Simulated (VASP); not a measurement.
# Al31Cu (a cell with a defect): relaxation of the atoms with PBEsol

Crystal: Al31Cu (a cell with a defect).

```
CELL_PARAMETERS angstrom
8.08000 0.00000 0.00000
0.00000 8.08000 0.00000
0.00000 0.00000 8.08000
ATOMIC_POSITIONS crystal
Cu 0.00000 0.00000 0.00000
Al 0.00000 0.00000 0.50000
Al 0.00000 0.50000 0.00000
Al 0.00000 0.50000 0.50000
Al 0.50000 0.00000 0.00000
Al 0.50000 0.00000 0.50000
Al 0.50000 0.50000 0.00000
Al 0.50000 0.50000 0.50000
Al 0.00000 0.25000 0.25000
Al 0.00000 0.25000 0.75000
Al 0.00000 0.75000 0.25000
Al 0.00000 0.75000 0.75000
Al 0.50000 0.25000 0.25000
Al 0.50000 0.25000 0.75000
Al 0.50000 0.75000 0.25000
Al 0.50000 0.75000 0.75000
Al 0.25000 0.00000 0.25000
Al 0.25000 0.00000 0.75000
Al 0.25000 0.50000 0.25000
Al 0.25000 0.50000 0.75000
Al 0.75000 0.00000 0.25000
Al 0.75000 0.00000 0.75000
Al 0.75000 0.50000 0.25000
Al 0.75000 0.50000 0.75000
Al 0.25000 0.25000 0.00000
Al 0.25000 0.25000 0.50000
Al 0.25000 0.75000 0.00000
Al 0.25000 0.75000 0.50000
Al 0.75000 0.25000 0.00000
Al 0.75000 0.25000 0.50000
Al 0.75000 0.75000 0.00000
Al 0.75000 0.75000 0.50000
```

The cell was built by a generator and needn't be a form met in nature.

```json
{
 "Program": "VASP 6.6.1",
 "Task": "relaxation of the atoms",
 "Functional": "PBEsol",
 "Potentials or basis": "VASP PAW PBE potentials, release 64 (Cu, Al)",
 "Cutoff": "400 eV",
 "k mesh": "6 × 6 × 6",
 "Occupations": "fermi-dirac, width 0.05 eV",
 "Spin": "no spin polarisation",
 "Further INCAR settings": "ALGO = Fast; EDIFF = 1e-07; IBRION = 2; EDIFFG = -0.01; NSW = 40"
}
```

```
Energy gained by relaxing : 4.5 meV/atom
Ionic steps               : 6
Pressure after relaxing   : -2.4 GPa
Band gap on the k mesh    : none (metal or under the smearing width)
```

The path:
| step | energy change (eV) | largest force (eV/Å) | pressure (GPa) |
| --- | --- | --- | --- |
| 1 | 0.0000 | 0.2258 | -2.33 |
| 2 | -0.1041 | 0.1660 | -2.36 |
| 3 | -0.1431 | 0.0441 | -2.35 |
| 4 | -0.1434 | 0.0419 | -2.35 |
| 5 | -0.1446 | 0.0240 | -2.36 |
| 6 | -0.1452 | 0.0004 | -2.35 |

Final structure:
```yaml
crystal:
  lattice:
    - [8.08000, 0.00000, 0.00000]
    - [0.00000, 8.08000, 0.00000]
    - [0.00000, 0.00000, 8.08000]
  atoms:
    - { symbol: Cu, position: [0.00000, 0.00000, 0.00000] }
    - { symbol: Al, position: [0.00000, 0.00000, 0.50000] }
    - { symbol: Al, position: [0.00000, 0.50000, 0.00000] }
    - { symbol: Al, position: [0.00000, 0.50000, 0.50000] }
    - { symbol: Al, position: [0.50000, 0.00000, 0.00000] }
    - { symbol: Al, position: [0.50000, 0.00000, 0.50000] }
    - { symbol: Al, position: [0.50000, 0.50000, 0.00000] }
    - { symbol: Al, position: [0.50000, 0.50000, 0.50000] }
    - { symbol: Al, position: [0.00000, 0.24653, 0.24653] }
    - { symbol: Al, position: [0.00000, 0.24653, 0.75347] }
    - { symbol: Al, position: [0.00000, 0.75347, 0.24653] }
    - { symbol: Al, position: [0.00000, 0.75347, 0.75347] }
    - { symbol: Al, position: [0.50000, 0.24922, 0.24922] }
    - { symbol: Al, position: [0.50000, 0.24922, 0.75078] }
    - { symbol: Al, position: [0.50000, 0.75078, 0.24922] }
    - { symbol: Al, position: [0.50000, 0.75078, 0.75078] }
    - { symbol: Al, position: [0.24653, 0.00000, 0.24653] }
    - { symbol: Al, position: [0.24653, 0.00000, 0.75347] }
    - { symbol: Al, position: [0.24922, 0.50000, 0.24922] }
    - { symbol: Al, position: [0.24922, 0.50000, 0.75078] }
    - { symbol: Al, position: [0.75347, 0.00000, 0.24653] }
    - { symbol: Al, position: [0.75347, 0.00000, 0.75347] }
    - { symbol: Al, position: [0.75078, 0.50000, 0.24922] }
    - { symbol: Al, position: [0.75078, 0.50000, 0.75078] }
    - { symbol: Al, position: [0.24653, 0.24653, 0.00000] }
    - { symbol: Al, position: [0.24922, 0.24922, 0.50000] }
    - { symbol: Al, position: [0.24653, 0.75347, 0.00000] }
    - { symbol: Al, position: [0.24922, 0.75078, 0.50000] }
    - { symbol: Al, position: [0.75347, 0.24653, 0.00000] }
    - { symbol: Al, position: [0.75078, 0.24922, 0.50000] }
    - { symbol: Al, position: [0.75347, 0.75347, 0.00000] }
    - { symbol: Al, position: [0.75078, 0.75078, 0.50000] }
```

Levels at points of the mesh, in eV from the Fermi level:
| k point | band 48 | band 49 | band 50 | band 51 | band 52 | band 53 | band 54 | band 55 | band 56 | band 57 |
| --- | --- | --- | --- | --- | --- | --- | --- | --- | --- | --- |
| (0.00, 0.00, 0.00) | -0.60 | -0.60 | -0.60 | 0.25 | 0.25 | 0.25 | 0.25 | 0.48 | 0.48 | 1.13 |
| (0.50, 0.00, 0.00) | -0.83 | -0.69 | -0.34 | -0.31 | -0.26 | -0.21 | -0.21 | -0.10 | -0.10 | 0.13 |
| (0.50, 0.50, 0.00) | -1.17 | -1.17 | -0.38 | -0.38 | -0.29 | 0.06 | 0.79 | 0.90 | 0.98 | 0.98 |
| (0.50, 0.50, 0.50) | -0.70 | -0.70 | -0.69 | -0.69 | -0.69 | -0.63 | -0.63 | -0.46 | -0.46 | -0.46 |

Wall time 33 min on 1 thread of AMD EPYC 9R45 96-Core Processor (Zen 5) (shared host), peak memory 0.6 GiB.

Caveat: the PAW data sets were made with another functional, which shifts forces and pressure a little.
